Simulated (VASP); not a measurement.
A run of VASP 6.6.1:

The input INCAR:

```
ALGO = Fast
EDIFF = 1E-7
EDIFFG = -0.01
ENCUT = 600
GGA = PS
IBRION = 2
ISIF = 4
ISMEAR = 1
LASPH = T
LCHARG = F
LREAL = F
LWAVE = F
NELM = 80
NSW = 40
PREC = Accurate
SIGMA = 0.1
```

The input KPOINTS:

```
k-points
0
Gamma
  9 9 12
```

File POSCAR:

```
Zr                                      
1.0
    4.9356348688     -0.0000000000      0.0000000000
   -2.4678174344      4.2743851780     -0.0000000000
    0.0000000000     -0.0000000000      3.0958096416
  Zr            
     3
Direct
     0.6666666699999979    0.3333333300000021    0.5000000000000000
     0.3333333300000021    0.6666666699999979    0.5000000000000000
     0.0000000000000000    0.0000000000000000    0.0000000000000000
```

Potentials or basis: VASP PAW PBE potentials, release 64 (Zr_sv).

Run with:

```console
$ cat potpaw_PBE.64/Zr_sv/POTCAR > POTCAR
$ mpirun -np 1 vasp_std > vasp.out
```

Hardware: 1 thread of Intel(R) Xeon(R) Platinum 8488C (Sapphire Rapids) (shared host).

Question: Estimate the wall time of this run.

Answer: Run time: 4.2 min on 1 thread of Intel(R) Xeon(R) Platinum 8488C (Sapphire Rapids) (shared host), peak memory 0.27 GiB. Counts: scf iterations 27, k points 84, ion steps 1.
